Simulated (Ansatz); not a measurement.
# 1T-VClI monolayer in a perpendicular field, part 2 of 3

Aim: how the 1T-VClI monolayer screens a field along its normal, and what the field does to its bands. A positive field points along +c.

Ansatz 0.2.0; plane-wave DFT, PBE-D3(BJ), Ansatz PAW.

So far. Step 2 (Relaxing the slab): The lattice constant a goes from 3.783 to 3.835 Å.

### Step 3. Atoms held, field 0

A sawtooth potential applies the field, turning back in the middle of the vacuum. With the dipole correction the typed value is the field outside the slab. The induced dipole is small, so the SCF threshold is tight.

The cell differs from the one that the last finished run ended in (c 37.156 → 20.931 Å).

Contents of input.yaml:

```yaml
crystal:
  lattice:
    - [3.8346040826, 0.0, 0.0]
    - [-1.9173020413, 3.320864549, 0.0]
    - [0.0, 0.0, 20.9308044318]
  atoms:
    - { symbol: I, position: [0.6666666667, 0.3333333333, 0.4299882515], spin: -0.03 }
    - { symbol: V, position: [0.0, 0.0, 0.5108991103], spin: 2.48 }
    - { symbol: Cl, position: [0.3333333333, 0.6666666667, 0.5700117485], spin: 0.01 }
magnetization:
  spin_polarized: true
kpoints:
  mp_grid: { grid: [12, 12, 1] }
  band_path:
    path: [[0, 0, 0], [0.5, 0, 0], [0.33333333, 0.33333333, 0], [0, 0, 0]]
    npoints: 16
hamiltonian:
  xc: pbe
  dispersion: d3bj
scf:
  occupations: { method: fermi_dirac, width: 0.02585 }
  convergence: { dr2_threshold: 1.0e-10 }
efield:
  axis: 3
  dipole_correction: true
  ramp_position: 0.97
  ramp_width: 0.06
  amplitude: 0
output:
  dos: { projected: true, e_range: [-6, 5] }
  write_potential: true
  write_density: true
  volumetric_format: npy
  elf: true
```

On the command line:

```
ansatz run input.yaml --threads 2 --pin off --max-ram 3072MiB --backend cpu --events-out ev --progress --plain --runs-dir out
```

Numbers of over 12 decimals in the logs are rounded to 6 here.

The program printed:

```text
[...]
Crystal: 3 atoms, lattice volume = 266.537 Å³
Basis set: ecut = 420 eV, 5193 PW (Γ)
Bands: 24, of which v1, the nominal top of the filled ones, is band 19 counted from 1 (18 counted from 0)
Symmetry: 6 space group operations
k-points: 19 of 144 (time reversal used)
[...]
Starting moments: Σ|m| = 2.52 μB on 3 of 3 sites
[...]
SCF iter   1: F=—  HF=-11506.420495 eV  |F-HF|=—  |Δ(HF+E_count)|=         —  Δρ=2.27e-2 (↑2.27e-2 ↓6.59e-3)  dr2=1.52e0  dr2_m=4.15e-1  M=3.000 μB ∫|m|=3.174 μB  β_m=1.00  ethr=3.10e-3  p=-0.000 e·Å  D=-1.13e-6 V/Å  ΔV_dip=0.00 eV  dr2_dipole=2.77e-2  V_vac-E_F(+/−)=4.45/4.45 eV  ⟨swp⟩=11.0  Hψ=5631  notcnv=0
[...]
efield: sawtooth ramp at fractional position 0.9700 (set: `efield.ramp_position`, or a place that a band, a saddle search or an elastic batch's reference lends), width 0.0600; the density the first Hamiltonian is built on has a dipole p = -0.000 e·Å; the dipole correction subtracts the counter field D = -1.13e-6 V/Å, which shifts the + side's vacuum level by +0.00 eV against the − side's; the planar-averaged density in the ramp window peaks in size at 7.9e-6 e/Å³
[...]
SCF iter   2: F=—  HF=-11507.148950 eV  |F-HF|=—  |Δ(HF+E_count)|=   7.28e-1  Δρ=6.87e-3 (↑6.87e-3 ↓6.31e-3)  dr2=2.77e-1  dr2_m=1.29e-2  M=3.000 μB ∫|m|=3.159 μB  β_m=1.00  ethr=3.10e-3  p=-0.038 e·Å  D=-2.58e-2 V/Å  ΔV_dip=0.54 eV  dr2_dipole=1.77e-4  V_vac-E_F(+/−)=4.23/3.69 eV  ⟨swp⟩=3.6  Hψ=1931  notcnv=0  defer=36  κ⁻¹=1.0e0(r=1)
density mixer auto → broyden: gapped, with many states about μ (density of states about μ 0.53 of a free-electron gas's, 30 screened modes)
SCF iter   3: F=—  HF=-11507.542099 eV  |F-HF|=—  |Δ(HF+E_count)|=         —  Δρ=5.13e-3 (↑5.13e-3 ↓4.26e-3)  dr2=1.16e-1  dr2_m=2.06e-3  M=3.000 μB ∫|m|=3.106 μB  β_m=1.00  ethr=7.48e-4  p=-0.041 e·Å  D=-2.79e-2 V/Å  ΔV_dip=0.58 eV  dr2_dipole=2.84e-3  V_vac-E_F(+/−)=3.57/2.99 eV  ⟨swp⟩=2.6  Hψ=1224  notcnv=0  defer=36  κ⁻¹=1.0e0(r=1)
[...]
SCF iter  16: F=-11507.806398 eV  HF=-11507.806398 eV  |F-HF|=2.00e-11  |Δ(HF+E_count)|=  1.27e-10  Δρ=4.75e-8 (↑4.75e-8 ↓4.55e-8)  dr2=2.98e-11  dr2_m=1.59e-13  M=3.000 μB ∫|m|=3.148 μB  ethr=1.00e-12  p=-0.040 e·Å  D=-2.73e-2 V/Å  ΔV_dip=0.57 eV  dr2_dipole=1.80e-12  V_vac-E_F(+/−)=4.16/3.59 eV  ⟨swp⟩=7.0  Hψ=3305  notcnv=0
SCF 1 converged in 16 iterations: F = -11507.806398 eV  dr2 = 2.98e-11
[...]
this state was not tested for a lower state beside it, because the mixer in use, unlike msr1, does not test its closes by its own steps (another_mixer; see scf.mixing.algorithm and scf.lower_state_search)
NSCF: frozen V_eff on 49 k-points
efield: sawtooth ramp at fractional position 0.9700 (kept from the solve that this one continues, or follows in the run), width 0.0600; the density the first Hamiltonian is built on has a dipole p = -0.040 e·Å; the dipole correction subtracts the counter field D = -2.73e-2 V/Å, which shifts the + side's vacuum level by +0.57 eV against the − side's; the planar-averaged density in the ramp window peaks in size at 7.5e-6 e/Å³
SCF converged after 16 iterations
Magnetization: 3.0000 μB (20.0000 up, 17.0000 down)
Absolute magnetization: 3.1490 μB (∫|ρ↑−ρ↓|, with the PAW one-centre terms)
[...]
Per-site moments (μB) at R_I (Å): [(-0.030304, 1.149791), (2.477954, 1.046177), (0.00508427, 1.046177)]
Free energy (F): -11507.806398 eV
[...]
Internal energy: -11507.806398 eV  (E = F + TS)
E sigma→0 (E₀):  -11507.806398 eV
Fermi energy:    -0.186921 eV
Dipole field:    D = -0.027300 V/Å  (p = -0.040212 e·Å, saw-weighted, corrected)
Work function:   Φ+ = 4.1586 eV   Φ− = 3.5871 eV
Levels:          The Fermi level and band energies are counted from a zero that moves with the ramp; work functions are not
[...]
--- Band table (eV; the first three rows and the last of 38) ---
  k-point 0 ↑: bands = [... 15 lower, -2.7105, -2.7105, -1.4247, -1.4247, -1.1092, 0.9068, 0.9068, 1.9314, ... 1 higher]
  k-point 1 ↑: bands = [... 15 lower, -3.0966, -2.8346, -1.3966, -1.3286, -1.0250, 0.7161, 0.8738, 2.1465, ... 1 higher]
  k-point 2 ↑: bands = [... 15 lower, -3.6975, -3.1002, -1.4318, -1.1491, -0.8935, 0.4708, 0.8151, 2.6627, ... 1 higher]
  k-point 18 ↓: bands = [... 15 lower, -4.6352, -4.0986, 1.5386, 1.5463, 1.5719, 1.9319, 2.3050, 4.4509, ... 1 higher]
```

The job ended after 16 s (2 threads of Intel Xeon Platinum 8559C (Emerald Rapids), shared host; peak memory 0.71 GiB; 31 s of CPU time).

In the SCF lines HF is the Harris–Foulkes energy and dr2 the Hartree energy of the density residual, in eV; the loop may stop once dr2 is under the threshold and the program's other checks hold. Hψ counts applications of the Hamiltonian.

This step gave:

- site moments: -0.03030, 2.478, 0.005084 μB
- gap on the k-mesh: 1.179 eV
- dipole along the normal: -0.04021 e·Å
- gap along the path: 1.179 eV
- step between the vacuum levels: 0.5714 eV
- ionisation energy, upper face: 4.755 eV
- electron affinity, upper face: 3.576 eV
- ionisation energy, lower face: 4.184 eV
- gap, the smaller of path and mesh: 1.179 eV

Running mean over a fixed 2.8 Å (it still follows the layers) of the planar mean; the ramp of the sawtooth is left out. Table of electron's electrostatic potential energy less the Fermi level by z:

z (Å), electron's electrostatic potential energy less the Fermi level (eV) and a bar from the least value:
```
     2.91       3.59 ############################
     3.34       3.59 ############################
     3.78       3.59 ############################
     4.07       3.59 ############################
     4.51       3.59 ############################
     4.94       3.58 ############################
     5.38       3.58 ############################
     5.81       3.55 ############################
     6.10       3.50 ############################
     6.54       3.28 ###########################
     6.98       2.53 #########################
     7.41       1.38 ######################
     7.85       0.24 ###################
     8.29      -1.07 ###############
     8.58      -1.93 ############
     9.01      -3.29 ########
     9.45      -4.52 #####
     9.88      -5.19 ###
    10.32      -5.71 #
    10.61      -6.07 
    11.05      -6.08 
    11.48      -5.23 ##
    11.92      -3.76 #######
    12.36      -2.11 ############
    12.65      -0.97 ###############
    13.08       0.80 ####################
    13.52       2.53 #########################
    13.95       3.69 #############################
    14.39       4.05 ##############################
    14.83       4.13 ##############################
    15.12       4.15 ##############################
    15.55       4.16 ##############################
    15.99       4.16 ##############################
    16.42       4.16 ##############################
    16.86       4.16 ##############################
    17.15       4.16 ##############################
    17.59       4.16 ##############################
    18.02       4.16 ##############################
```

The density of states has structure finer than the step of the table below, so its rows give means over 0.25 eV, whole bins alone (the curve runs from -6 to 2.57 eV). Peaks (eV: height): total -5.200: 8.12, -4.900: 11.8, -0.730: 8.40, -0.650: 11.9, 1.220: 9.97, 1.970: 7.56, 2.130: 7.95; up -5.200: 6.21, -4.900: 11.8, -1.200: 6.35, -0.730: 8.40, -0.650: 11.9, 0.670: 7.00, 1.220: 7.61; down -5.860: 5.54, -4.760: 6.91, 1.720: 6.74, 1.770: 6.17, 1.970: 7.56, 2.130: 7.94, 2.240: 5.87.

Table of density of states by energy, zero at the Fermi level of the run, which the smearing sets inside the gap; means over each step; values in states/eV a cell:

```csv
energy (eV),total,up,down
-5.75,4.21,1.68,2.52
-5.50,3.08,1.33,1.75
-5.25,4.84,2.83,2.01
-5.00,4.23,2.49,1.74
-4.75,3.23,0.863,2.37
-4.50,1.07,0.631,0.439
-4.25,1.53,0.834,0.701
-4.00,4.16,2.65,1.51
-3.75,4.97,2.26,2.71
-3.50,3.01,1.35,1.66
-3.25,1.47,0.586,0.883
-3.00,1.00,0.434,0.568
-2.75,0.777,0.317,0.460
-2.50,0.327,0.0636,0.264
-2.25,0,0,0
-2.00,0,0,0
-1.75,0,0,0
-1.50,0.371,0.371,0
-1.25,3.12,3.12,0
-1.00,1.37,1.37,0
-0.75,5.55,5.55,0
-0.50,0.388,0.388,0
-0.25,0,0,0
0.00,0,0,0
0.25,0,0,0
0.50,0.362,0.362,0
0.75,3.33,3.02,0.311
1.00,4.24,3.04,1.20
1.25,3.76,1.68,2.08
1.50,1.16,0,1.16
1.75,4.58,0,4.58
2.00,4.86,3.1e-4,4.86
2.25,4.46,0.103,4.36
```

Projected DOS per atom over height of the atomic layer and energy from the Fermi level. Layers: I V Cl from below.

Ten even steps from '_' (0.00 states/eV) to '@' (4.38 states/eV), each cell a mean:
```
__##__
__%%__
__==__
__**__
__**__
______
______
______
__@@__
__++__
______
______
______
..____
::____
==____
##....
::____
::__::
..__**
____**
--__++
```
Columns: height of the atomic layer (Å) from 9 to 11.9 (not evenly spaced); rows upwards: energy from the Fermi level (eV) from -5.96 to 2.5.

Projected DOS per atom, spin up over height of the atomic layer and energy from the Fermi level. Layers: I V Cl from below.

Values in states/eV, 22 rows by 3 columns, each cell a mean:
```
0.01 0.05 0.01
0.00 0.00 0.00
0.00 0.00 0.00
0.26 1.35 0.15
0.40 2.35 0.26
0.02 0.18 0.02
0.00 0.00 0.00
0.00 0.01 0.00
0.21 4.38 0.15
0.08 2.28 0.08
0.01 0.40 0.02
0.00 0.00 0.00
0.00 0.00 0.00
0.19 0.04 0.02
0.35 0.10 0.03
0.93 0.18 0.17
1.66 0.26 0.43
0.78 0.16 0.14
0.33 0.08 0.12
0.75 0.26 1.15
0.07 0.26 1.73
0.53 0.18 1.12
```
Columns: height of the atomic layer (Å) from 9 to 11.9 (not evenly spaced); rows upwards: energy from the Fermi level (eV) from -5.96 to 2.5.

Projected DOS per atom, spin down over height of the atomic layer and energy from the Fermi level. Layers: I V Cl from below.

Ten even steps from '0' (0.00 states/eV) to '9' (3.93 states/eV), each cell a mean:
```
070
090
050
040
010
000
000
000
000
000
000
000
000
000
100
300
400
100
202
004
003
203
```
Columns: height of the atomic layer (Å) from 9 to 11.9 (not evenly spaced); rows upwards: energy from the Fermi level (eV) from -5.96 to 2.5.

Deep bands are left out, so band numbers here count from the lowest band kept and differ from the log's. Electronic bands along the path, in eV, zero at the Fermi level of the run, which the smearing sets inside the gap; # counts the bands kept:

```csv
point,up #8,up #9,up #10,up #11,down #7,down #8,down #9,down #10
Γ,-1.24,-0.92,1.09,1.09,1.26,1.26,1.60,2.27
halfway,-0.82,-0.65,0.64,0.98,1.03,1.72,1.90,2.08
M,-0.71,-0.69,1.05,1.18,0.76,1.93,2.14,2.47
halfway,-0.79,-0.64,0.71,1.22,1.21,1.77,2.05,2.20
K,-0.88,-0.60,0.58,1.22,1.73,1.73,1.76,2.12
halfway,-0.87,-0.62,0.69,0.83,1.34,1.60,1.82,1.94
Γ,-1.24,-0.92,1.09,1.09,1.26,1.26,1.60,2.27
```

Spin density in the ca plane at fractional y = 0.000, with atoms of V within 0.2 Å of it.

Ten even steps from '0' (0.0 e/Å³) to '9' (2.6 e/Å³), each cell a mean:
```
00000000000000000013772000000000000000000000
00000000000000000000220000000000000000000000
00000000000000000000000000000000000000000000
00000000000000000000000000000000000000000000
00000000000000000000000000000000000000000000
00000000000000000000000000000000000000000000
00000000000000000000000000000000000000000000
00000000000000000000110000000000000000000000
00000000000000000001441000000000000000000000
00000000000000000014994100000000000000000000
```
Columns run along c (16.0 Å, from fractional 0.16 to 0.92 of the cell), rows up along a (3.8 Å). Atoms in or near the plane, at fractional coordinates: V at (0.51, 0.00).

Valence density in the ca plane at fractional y = 0.000, with atoms of V within 0.2 Å of it. It is the smooth field of the valence electrons, not physical close to the nuclei.

Ten steps, logarithmic in the rise over the least value, from '0' (0 e/Å³) to '9' (13 e/Å³), each cell a mean:
```
00000000000000001137997310000000000000000000
00000000000000011124664210000000000000000000
00000000000000112222222111000000000000000000
00000000000001222221111221100000000000000000
00000000000001233221111222100000000000000000
00000000000001223221111222100000000000000000
00000000000001122221111111000000000000000000
00000000000000111122442110000000000000000000
00000000000000001136885210000000000000000000
00000000000000001148997410000000000000000000
```
Columns run along c (16.0 Å, from fractional 0.16 to 0.92 of the cell), rows up along a (3.8 Å). Atoms in or near the plane, at fractional coordinates: V at (0.51, 0.00).

Electrostatic potential energy in the ca plane at fractional y = 0.000, with atoms of V within 0.2 Å of it. With pseudopotentials it is smooth inside the atoms' cores, unlike the true potential.

Ten even steps from '0' (-24 eV) to '9' (4 eV), each cell a mean:
```
99999999999999999730000479999999999999999999
99999999999999998862002689999999999999999999
99999999999999888877557889999999999999999999
99999999999999876788888889999999999999999999
99999999999998755678998888999999999999999999
99999999999998765688888888999999999999999999
99999999999999877787778889999999999999999999
99999999999999988874225789999999999999999999
99999999999999999840000589999999999999999999
99999999999999999730000379999999999999999999
```
Columns run along c (16.0 Å, from fractional 0.16 to 0.92 of the cell; values clipped at the 3rd and 97th percentile), rows up along a (3.8 Å). Atoms in or near the plane, at fractional coordinates: V at (0.51, 0.00).

The gap is 1.18 eV, with the valence edge 4.76 eV and the conduction edge 3.58 eV under the upper vacuum level. Spin-orbit coupling, left out in this run, matters for the bands of elements this heavy.

### Step 4. Single point, field 0.1 V/Å

Edit input.yaml of step 3 so:

```diff
@@ -27,5 +27,4 @@
   ramp_width: 0.06
-  amplitude: 0
+  amplitude: 0.1
 output:
-  dos: { projected: true, e_range: [-6, 5] }
   write_potential: true
@@ -33,2 +32 @@
   volumetric_format: npy
-  elf: true
```

The program printed:

```text
[...]
Crystal: 3 atoms, lattice volume = 266.537 Å³
Basis set: ecut = 420 eV, 5193 PW (Γ)
Bands: 24, of which v1, the nominal top of the filled ones, is band 19 counted from 1 (18 counted from 0)
Symmetry: 6 space group operations
k-points: 19 of 144 (time reversal used)
[...]
Starting moments: Σ|m| = 2.52 μB on 3 of 3 sites
[...]
k-point 1 ↑: bands = [... 15 lower, -3.1267, -2.8643, -1.4159, -1.3481, -1.0428, 0.6960, 0.8530, 2.0953, ... 1 higher]
  k-point 2 ↑: bands = [... 15 lower, -3.7248, -3.1308, -1.4506, -1.1688, -0.9120, 0.4511, 0.7944, 2.5781, ... 1 higher]
  k-point 18 ↓: bands = [... 15 lower, -4.6445, -4.1366, 1.5175, 1.5302, 1.5462, 1.9130, 2.2870, 4.3968, ... 1 higher]
[key lines of the parts left out:]
SCF converged after 16 iterations
Magnetization: 3.0000 μB (20.0000 up, 17.0000 down)
Free energy (F): -11507.804005 eV
Fermi energy:    -0.207493 eV
Dipole field:    D = -0.005187 V/Å  (p = -0.007640 e·Å, saw-weighted, corrected)
```

The job ended after 17 s (2 threads; peak memory 0.71 GiB).

The dipole is -0.00764 e·Å, 0.0326 e·Å from its value without field, and the gap 1.175 eV.

(Continued in part 3 of 3.)

[Logs are printed without paths, hosts, clocks, repeated set-up lines and the standing remarks that a program may print on its own settings, such as how far it seeks lower states.]

[Hosts, paths, dates, database ids (printed as entryN), source tags and the programs' standing remarks are cut or masked in the printed files.]

[Maps of the electrostatic potential energy from Ansatz leave out the sawtooth potential of an applied field or a dipole correction, so their vacuum need not be flat; planar profiles and work functions include it.]

[The density of states shown here was stored with 400 of the rows of the run's finer table, so its peaks can read low, often by over a quarter, or be missed, and its means over a window can be off by a tenth or more.]
